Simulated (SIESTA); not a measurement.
HfO2 in SIESTA: the effect of functional

HfO2:

```
Hf O
1.0
     0.00000    2.55750    2.55750
     2.55750    0.00000    2.55750
     2.55750    2.55750    0.00000
Hf O
1 2
Direct
  0.00000 0.00000 0.00000
  0.75000 0.75000 0.75000
  0.25000 0.25000 0.25000
```

Measurements of this composition are mostly on another form, of space group No. 14.

Alike in all runs:

```yaml
Program: SIESTA 5.4.2
Task: band structure
Basis: DZP (energy shift 0.003 Ry; two zetas on semicore shells)
Grid_cutoff: 800 Ry
Energy_shift: 0.003 Ry
k_mesh: 9 × 9 × 9
Occupations: fermi-dirac, width 0.05 eV
Spin: no spin polarisation
```

```csv
functional,potentials or basis,gap on the mesh (eV),pressure (GPa)
AM05,PseudoDojo 0.4 standard (PBEsol files),?,?
BLYP,PseudoDojo 0.4 standard (PBE files),3.70,7.0
vdW-DF-cx,PseudoDojo 0.4 standard (PBE files),3.65,-5.6
```

**Question.** What does the run with functional AM05 give?

**Answer.** gap on the mesh 3.62 eV; pressure -7.7 GPa.

Caveats: short orbitals over semicore shells can move pressures by several GPa; the potentials were made for another functional, which shifts forces and pressure; spin-orbit coupling is left out, which moves the levels of the heavy elements; the basis of atomic orbitals isn't converged, which shifts pressures, moduli and gaps; the mesh misses the band edges, which the band path finds closer together (some runs).

Runs at the PBE level aren't shown here.
